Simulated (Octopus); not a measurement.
# V (Im-3m) in Octopus: notebook

One crystal, V, is run at these levels: PBE, PBEsol; tasks: equation of state.

All numbers are computed with Octopus 16.4; they aren't measurements. Logs are shortened: lines on timing, memory, paths and dates and some standing lists are left out, and cuts for length are marked.

### 1 Starting point

It takes space group Im-3m (No. 229, cubic). Conventional cell: a = 3.029 Å, b = 3.029 Å, c = 3.029 Å, α = 90.00°, β = 90.00°, γ = 90.00°. V (site symmetry m-3m) is surrounded by 8 V at 2.62 Å.

### 2 Equation of state, PBE, collinear spin, ferromagnetic start, 13.89 Å³/atom

File inp:

```
CalculationMode = gs
UnitsOutput = eV_Angstrom
PeriodicDimensions = 3
ExperimentalFeatures = yes
PseudopotentialSet = pseudodojo_pbe
%LatticeParameters
 1*angstrom | 1*angstrom | 1*angstrom
%
%LatticeVectors
 -1.51435 | 1.51435 | 1.51435
 1.51435 | -1.51435 | 1.51435
 1.51435 | 1.51435 | -1.51435
%
%ReducedCoordinates
 "V" | 0 | 0 | 0
%
%Spacing
 0.12490148*angstrom | 0.12490148*angstrom | 0.12490148*angstrom
%
DerivativesOrder = 8
%KPointsGrid
 12 | 12 | 12
%
KPointsUseSymmetries = yes
XCFunctional = gga_x_pbe + gga_c_pbe
SpinComponents = polarized
KPointsUseTimeReversal = no
GuessMagnetDensity = user_defined
%AtomsMagnetDirection
 2.0
%
SmearingFunction = fermi_dirac
Smearing = 0.05*eV
ExtraStates = 9
Eigensolver = chebyshev_filter
ConvRelDens = 3e-7
MaximumIter = 120
%Output
 density | cube
 elf | cube
 potential | cube
%
```

Potentials or basis: pseudodojo_pbe (PseudoDojo 0.5, PBE).

Started as:

```console
$ OMP_NUM_THREADS=1 octopus > out.log
```

out.log:

```text
Running octopus

Version                : 16.4
Optional libraries     :

************************** Calculation Mode **************************
Input: [CalculationMode = gs]
**********************************************************************

Input: [SpinComponents = polarized]

******************************* Space ********************************
[... 7 lines left out ...]

****************************** Species *******************************
  Species 'V'
    type             : pseudopotential
    file             : 'V.upf'
    file format      : UPF2
    valence charge   : 13.0
    atomic number    :  23
    form on file     : kleinman-bylander
    lmax             : 2
    llocal           : -1
    projectors per l : 2
    total projectors : 6
    application form : kleinman-bylander
    orbitals         : 10
    bound orbitals   : 10

**********************************************************************

***************************** Symmetries *****************************
Space group No.  229
International: Im-3m
Schoenflies: Oh^9
Info: The system has    48 symmorphic symmetries that can be used.
  Index                Rotation matrix                      Fractional translations
    1 :     1   0   0     0   1   0     0   0   1      0.000000    0.000000    0.000000
    2 :    -1   0   0     0  -1   0     0   0  -1      0.000000    0.000000    0.000000
    3 :     0   0  -1     1   1   1     0  -1   0      0.000000    0.000000    0.000000
    4 :     0   0   1    -1  -1  -1     0   1   0      0.000000    0.000000    0.000000
    5 :     0   1   0     1   0   0    -1  -1  -1      0.000000    0.000000    0.000000
    6 :     0  -1   0    -1   0   0     1   1   1      0.000000    0.000000    0.000000
[... 40 lines left out ...]
   47 :     0   0  -1    -1   0   0     1   1   1      0.000000    0.000000    0.000000
   48 :     0   0   1     1   0   0    -1  -1  -1      0.000000    0.000000    0.000000
Info: The system also has     0 nonsymmorphic symmetries (not used for electrons).
**********************************************************************

Input: [CurvMethod = curv_affine]
Input: [DerivativesStencil = stencil_stargeneral]

****************************** Lattice *******************************
  Lattice Vectors [A]
   -1.514350    1.514350    1.514350
    1.514350   -1.514350    1.514350
    1.514350    1.514350   -1.514350
  Cell volume =            13.8912 [A^3]
  Reciprocal-Lattice Vectors [A^-1]
    0.000000    2.074549    2.074549
    2.074549    0.000000    2.074549
    2.074549    2.074549    0.000000
  Cell angles [degree]
    alpha =  109.471
    beta  =  109.471
    gamma =  109.471
**********************************************************************

Checking if the generated full k-point grid is symmetric

    72 k-points generated from parameters :
 ---------------------------------------------------
    n =   12   12   12

    s1  =  0.00  0.00  0.00

   index |      weight  |             coordinates              |
       1 |     0.000579 |    0.000000    0.000000    0.000000  |
       2 |     0.006944 |    0.083333    0.000000    0.000000  |
       3 |     0.013889 |    0.083333    0.083333    0.000000  |
       4 |     0.004630 |    0.083333    0.083333    0.083333  |
       5 |     0.003472 |   -0.083333    0.083333    0.083333  |
       6 |     0.006944 |    0.166667    0.000000    0.000000  |
[... 64 lines left out ...]
      71 |     0.006944 |   -0.416667    0.500000    0.416667  |
      72 |     0.000579 |    0.500000    0.500000    0.500000  |

Input: [SmearingFunction = fermi_dirac]
Input: [SymmetrizeDensity = yes]

******************************* States *******************************
Total electronic charge  =       13.000
Number of states         =       16
States block-size        =        4
**********************************************************************
[... 5 lines left out ...]
Simulation Box:
  Type = parallelepiped
  Lengths [A] = (   2.623,   2.623,   2.623)
Main mesh:
[... 97 lines left out ...]
   2   dn   -27.977557       1.000000
   3   up   -29.834631       1.000000
   3   dn   -27.977557       1.000000
[... 12 lines left out ...]
  10   up     9.328547       1.000000
  10   dn    11.227698       1.000000
#k =       2, k = (  0.083333,  0.000000,  0.000000)
   1   up   -56.330006       1.000000
   1   dn   -54.515987       1.000000
   2   up   -29.839056       1.000000
   2   dn   -27.980943       1.000000
   3   up   -29.820399       1.000000
   3   dn   -27.963160       1.000000
[... 12 lines left out ...]
  10   up     9.788515       1.000000
  10   dn    11.687500       1.000000
[... 70 further k-points ...]
Fermi energy =    15.795722 eV
Generating random wavefunctions for states       11 and above
Orthogonalizing wavefunctions.
Info: Ground-state restart information will be written to 'restart/gs'.
Info: SCF using complex wavefunctions.
Info: Starting SCF iteration.

** Warning:
**   Symmetrization discrepancy ratio (scalar) =  1.16908E-01

** Warning:
**   Symmetrization discrepancy ratio (scalar) =  9.93660E-02

*********************** SCF CYCLE ITER #    1 ************************
 etot  = -1.97875416E+03 abs_ev   =  3.84E+01 rel_ev   =  1.49E-01
 ediff =        7.27E+01 abs_dens =  1.24E+00 rel_dens =  9.57E-02
Matrix vector products: 3600
Converged eigenvectors: 0

#  State  KPoint  Spin  Eigenvalue [eV]  Occupation    Error
      1       1    up      -56.408795    1.000000   ( 6.0E-07)
      1       2    up      -56.396532    1.000000   ( 5.1E-05)
      1       5    up      -56.384509    1.000000   ( 4.8E-05)
      1       3    up      -56.373590    1.000000   ( 1.2E-04)
      1       6    up      -56.362909    1.000000   ( 1.2E-04)
      1       9    up      -56.351554    1.000000   ( 1.3E-04)
      1       4    up      -56.343659    1.000000   ( 9.6E-05)
      1       7    up      -56.333656    1.000000   ( 2.2E-04)
[... 23 lines left out ...]
     16      20    up       43.864890    0.000000   ( 2.4E-01)
     16      50    dn       43.992379    0.000000   ( 2.4E-01)
     16      26    dn       44.156198    0.000000   ( 2.1E-01)
     16      41    dn       44.353275    0.000000   ( 1.9E-01)
     16      51    up       44.694282    0.000000   ( 2.4E-01)
     16      54    up       44.713033    0.000000   ( 2.8E-01)
     16      71    up       45.706448    0.000000   ( 3.0E-01)
     16      68    dn       47.347352    0.000000   ( 2.5E-01)

Density of states:

-------------------%--------------------------------------------------
------------------%%----------------------%%%%------------------------
-----------------%%%----------------------%%%%------------------------
-----------------%%%---------------------%%%%%------------------------
-----------------%%%---------------------%%%%%------------------------
-----------------%%%---------------------%%%%%------------------------
%%---------------%%%---------------------%%%%%----%--%%%%-------------
%%---------------%%%--------------------%%%%%%%--%%%%%%%%-%%%%%%%-----
%%---------------%%%--------------------%%%%%%%%-%%%%%%%%%%%%%%%%%----
%%---------------%%%-------------------%%%%%%%%%%%%%%%%%%%%%%%%%%%%---
                                           ^

Fermi energy =     7.903208 eV
Total Magnetic Moment:
 mz =   0.973927
Local Magnetic Moments (sphere radius [A] =   1.311):
 Ion                    mz
   1         V       0.877362
[... 317 lines left out ...]
Fermi energy =     6.809983 eV
Total Magnetic Moment:
 mz =   0.000119
Local Magnetic Moments (sphere radius [A] =   1.311):
 Ion                    mz
   1         V       0.000106

**********************************************************************

Info: restarting mixing.

*********************** SCF CYCLE ITER #   21 ************************
 etot  = -2.00842800E+03 abs_ev   =  1.51E-06 rel_ev   =  5.56E-09
 ediff =        1.54E-07 abs_dens =  6.34E-05 rel_dens =  4.88E-06
Matrix vector products: 3600
Converged eigenvectors: 30
[... 97 lines left out ...]
*********************** SCF CYCLE ITER #   27 ************************
 etot  = -2.00842800E+03 abs_ev   =  2.19E-08 rel_ev   =  8.06E-11
 ediff =        1.08E-08 abs_dens =  2.82E-06 rel_dens =  2.17E-07
Matrix vector products: 3600
Converged eigenvectors: 154

#  State  KPoint  Spin  Eigenvalue [eV]  Occupation    Error
      1       1    up      -56.942277    1.000000   ( 3.1E-08)
      1       1    dn      -56.942276    1.000000   ( 2.9E-08)
      1       2    up      -56.930702    1.000000   ( 3.1E-08)
      1       2    dn      -56.930700    1.000000   ( 3.4E-08)
      1       5    up      -56.919354    1.000000   ( 3.1E-08)
      1       5    dn      -56.919353    1.000000   ( 3.4E-08)
      1       3    up      -56.909046    1.000000   ( 3.0E-08)
      1       3    dn      -56.909045    1.000000   ( 3.3E-08)
[... 23 lines left out ...]
     16      29    dn       39.817636    0.000000   ( 1.2E-02)
     16      29    up       39.902187    0.000000   ( 5.0E-03)
     16      34    dn       40.021180    0.000000   ( 8.5E-03)
     16      34    up       40.043385    0.000000   ( 6.5E-03)
     16      41    up       40.130156    0.000000   ( 8.8E-03)
     16      41    dn       40.131224    0.000000   ( 1.1E-02)
     16      50    up       40.216472    0.000000   ( 2.0E-03)
     16      50    dn       40.216508    0.000000   ( 2.1E-03)

Density of states:

-------------------%--------------------------------------------------
-------------------%--------------------------------------------------
-------------------%--------------------------------------------------
-------------------%---------------------------%----------------------
-------------------%-------------------------%-%----------------------
-------------------%-------------------------%-%----------------------
%------------------%-------------------------%-%----------------------
%-----------------%%------------------------%%-%----------------------
%-----------------%%-----------------------%%%%%%-------%%%---%-%%%---
%-----------------%%-----------------------%%%%%%%%-%%%%%%%%%%%%%%%%--
                                             ^

Fermi energy =     6.809983 eV
Total Magnetic Moment:
 mz =   0.000002
Local Magnetic Moments (sphere radius [A] =   1.311):
 Ion                    mz
   1         V       0.000001

**********************************************************************

Info: SCF converged in   27 iterations

** Warning:
**   Some of the states are not fully converged!

Info: Number of matrix-vector products:      97200
Info: Writing output to static/

Info: Finished writing information to 'restart/gs'.

Octopus emitted 59 warnings.
```

It took 5.4 min on 1 thread of AMD EPYC 9R45 (Zen 5), shared host; peak memory 1.6 GiB.

What came out:

- Free energy: -2008.4458 eV
- Band gap on the k mesh: none (metal or under the smearing width)
- Net moment: 0.00 μB per cell

### 3 Equation of state, PBE, collinear spin, ferromagnetic start, 13.61 Å³/atom (volume scaled by 0.98)

Edit inp of step 2 so:

```diff
@@ -9,5 +9,5 @@
 %LatticeVectors
- -1.51435 | 1.51435 | 1.51435
- 1.51435 | -1.51435 | 1.51435
- 1.51435 | 1.51435 | -1.51435
+ -1.5041862709 | 1.5041862709 | 1.5041862709
+ 1.5041862709 | -1.5041862709 | 1.5041862709
+ 1.5041862709 | 1.5041862709 | -1.5041862709
 %
@@ -17,3 +17,3 @@
 %Spacing
- 0.12490148*angstrom | 0.12490148*angstrom | 0.12490148*angstrom
+ 0.12406319*angstrom | 0.12406319*angstrom | 0.12406319*angstrom
 %
@@ -37,6 +37 @@
 MaximumIter = 120
-%Output
- density | cube
- elf | cube
- potential | cube
-%
```

Potentials or basis: pseudodojo_pbe (PseudoDojo 0.5, PBE).

Started as:

```console
$ OMP_NUM_THREADS=1 octopus > out.log
```

It took 5.2 min on 1 thread of AMD EPYC 9R45 (Zen 5), shared host; peak memory 1.6 GiB.

It converged, with:

```yaml
Free_energy: -2008.4520 eV
Band_gap_on_the_k_mesh: none (metal or under the smearing width)
Net_moment: 0.00 μB per cell
```

### 4 Equation of state, PBE, collinear spin, ferromagnetic start, 14.17 Å³/atom (volume scaled by 1.02)

Edit inp of step 3 so:

```diff
@@ -9,5 +9,5 @@
 %LatticeVectors
- -1.5041862709 | 1.5041862709 | 1.5041862709
- 1.5041862709 | -1.5041862709 | 1.5041862709
- 1.5041862709 | 1.5041862709 | -1.5041862709
+ -1.5243791002 | 1.5243791002 | 1.5243791002
+ 1.5243791002 | -1.5243791002 | 1.5243791002
+ 1.5243791002 | 1.5243791002 | -1.5243791002
 %
@@ -17,3 +17,3 @@
 %Spacing
- 0.12406319*angstrom | 0.12406319*angstrom | 0.12406319*angstrom
+ 0.12572867*angstrom | 0.12572867*angstrom | 0.12572867*angstrom
 %
@@ -37 +37,6 @@
 MaximumIter = 120
+%Output
+ density | cube
+ elf | cube
+ potential | cube
+%
```

Started as:

```console
$ OMP_NUM_THREADS=1 octopus > out.log
```

Wall time 4.9 min (1 thread of AMD EPYC 9R45 (Zen 5), shared host); peak memory 1.6 GiB.

Results (log left out):

| Property | Result |
| --- | --- |
| Free energy | -2008.4348 eV |
| Band gap on the k mesh | none (metal or under the smearing width) |
| Net moment | 0.00 μB per cell |

(Part 1 of 2 ends here.)
